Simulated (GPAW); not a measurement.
The system is FeO (Wuestite).

```
CELL_PARAMETERS angstrom
0.00000 2.15540 2.15540
2.15540 0.00000 2.15540
2.15540 2.15540 0.00000
ATOMIC_POSITIONS crystal
Fe 0.00000 0.00000 0.00000
O 0.50000 0.50000 0.50000
```

```yaml
Program: GPAW 26.7.0
Task: relaxation of cell and atoms
Functional: r2SCAN
Potentials_or_basis: GPAW PAW data sets (gpaw-data 1.2.1)
Cutoff: 800 eV
Basis: pw
k_mesh: 8 × 8 × 8
Occupations: fermi-dirac, width 0.05 eV
Spin: collinear spin, ferromagnetic start
Starting_moments: "[3.0, 0.0] μB"
```

At the start: pressure -4.7 GPa; volume 10.01 Å³/atom.

How do energy, volume and symmetry change on relaxing?

Over 3 steps the energy falls by 2.5 meV/atom and the volume is 9.78 Å³/atom (-2.4 %); space group Fm-3m (No. 225, to 0.05 Å); moment 4.00 μB per cell.

Step by step:
| step | energy change (eV) | largest force (eV/Å) | pressure (GPa) | volume (Å³) |
| --- | --- | --- | --- | --- |
| 1 | 0.0000 | 0.0000 | -4.70 | 20.03 |
| 2 | -0.0028 | 0.0000 | -3.48 | 19.90 |
| 3 | -0.0050 | 0.0000 | 0.08 | 19.56 |

Final structure:
```
Fe O
1.0
     0.00000    2.13835    2.13835
     2.13835    0.00000    2.13835
     2.13835    2.13835    0.00000
Fe O
1 1
Direct
  0.00000 0.00000 0.00000
  0.50000 0.50000 0.50000
```

Caveat: each step starts from the last one's moments, so a moment once lost doesn't come back; later steps reuse the first step's grids; the PAW data sets were made with another functional, which shifts forces and pressure a little; a cell with one magnetic atom can't hold antiferromagnetic order, which such compounds often take.
